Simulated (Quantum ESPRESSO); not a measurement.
# MoS2 in Quantum ESPRESSO: the effect of Hubbard term

MoS2:

```xyz
3
Lattice="1.5815 0.9131 6.1233 -1.5815 0.9131 6.1233 0.0000 -1.8262 6.1233" Properties=species:S:1:pos:R:3 pbc="T T T"
Mo    0.0000    0.0000    0.0000
S     0.0000    0.0000   13.7481
S     0.0000    0.0000   10.7446
```

Measurements of this composition are mostly on another form, of space group No. 194.

Alike in all runs:

| Quantity | Value |
| --- | --- |
| Program | Quantum ESPRESSO 7.5 |
| Task | single point |
| Functional | PBE |
| Potentials or basis | GBRV 1.5 PBE |
| Cutoff | 612 eV |
| Density cutoff | 4898 eV |
| k mesh | 7 × 7 × 7 |
| Occupations | gaussian, width 0.05 eV |
| Spin | collinear spin, ferromagnetic start |
| Starting moments | [2.0, 0.0, 0.0] μB |
| Hubbard projectors | ortho-atomic |
| Double | 5 |
| Start of the occupations | atomic |
| Moments locked | none |
| Magnetic state asked for | fm |
| Formal shell electrons | 1 d2 |

```csv
Hubbard term,gap on the mesh (eV),pressure (GPa),largest force (eV/Å)
none,0.94,8.9,1.27
Mo d U = 1 eV,0.94,8.9,1.27
Mo d U = 2 eV,0.92,9.0,1.27
Mo d U = 3 eV,0.91,9.0,1.27
Mo d U = 4 eV,0.89,9.1,1.28
Mo d U = 6 eV,?,?,?
Mo d U = 8 eV,none,32.0,2.71
```

What does the run with Hubbard term Mo d U = 6 eV give?

gap on the mesh none; pressure 28.3 GPa; largest force 2.29 eV/Å.

Worked out: A parabola through the other rows of the pressure, of slope 5.26 GPa per eV there, gives 18.7 GPa, against the run's 28.3. The fit is too stiff a form for this range. A parabola through the other rows of the largest force, of slope 0.329 eV/Å per eV there, gives 1.88 eV/Å, against the run's 2.29. The fit is too stiff a form for this range.

Caveats: forces of over 1 eV/Å show positions far from the minimum, so gaps and moduli don't describe the material at rest; an odd mesh through Γ misses points on the zone boundary, where band edges often lie (some runs); a pressure of tens of GPa on the cell as given is suspect, and the run, the potentials or the cell itself is likely at fault (some runs).

A gap of «none» marks a metal or a gap under the smearing width.
